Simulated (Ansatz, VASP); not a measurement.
Given: the input of a run of VASP 6.6.1 on Nb. 

Contents of INCAR:

```
  PREC = Accurate
  ENCUT = 520
  EDIFF = 1E-6
  ISMEAR = 0
  SIGMA = 0.1
  LREAL = F
  LASPH = T
  NELM = 100
  ALGO = Normal
  ISIF = 2
  LWAVE = F
  LCHARG = F
```

The input KPOINTS:

```
regular mesh
0
Gamma
  11 11 11
```

The input POSCAR:

```
Nb
2.882
   -0.577359472588      0.577359472588      0.577359472588
    0.577359472588     -0.577359472588      0.577359472588
    0.577359472588      0.577359472588     -0.577359472588
Nb
1
Direct
    0.0000000000      0.0000000000      0.0000000000
```

Potentials or basis: VASP PAW LDA potentials, release 54 (Nb_sv).

Command:

```bash
$ cat potpaw_LDA.54/Nb_sv/POTCAR > POTCAR
$ mpirun -np 1 vasp_std > vasp.out
```

Set up the same calculation for Ansatz 0.2.0. Potentials or basis there: all-electron LAPW, scalar-relativistic.

As run (cutoffs and basis follow the program's own potentials, and thresholds, step limits or extra output files can differ):

Contents of input.yaml:

```yaml
crystal:
  lattice:
    - [-1.66395, 1.66395, 1.66395]
    - [1.66395, -1.66395, 1.66395]
    - [1.66395, 1.66395, -1.66395]
  atoms:
    - { symbol: Nb, position: [0.0, 0.0, 0.0] }
kpoints:
  mp_grid: { grid: [11, 11, 11] }
scf:
  occupations: { method: gaussian, width: 0.1 }
hamiltonian:
  xc: lda
  pseudopotentials: { kind: all_electron, lapw: { basis_error: 0.001 } }
output:
  forces: true
  stress: true
  eigenvalues: true
```

Potentials or basis: all-electron LAPW, scalar-relativistic.

Run with:

```sh
$ ansatz run input.yaml --threads 1 --pin off --max-ram 3072MiB --backend cpu --events-out ev --progress --plain --runs-dir out
```

Both were run:

|  | VASP | Ansatz |
| --- | --- | --- |
| Pressure | -11.7 GPa | -11.5 GPa |

Where Ansatz's input types no cutoff or centring, it takes its own default and a Γ-centred mesh.

The two programs' LDA may be different fits to the electron gas.

The cell lies far from this level's equilibrium.

Pressure is positive in compression.
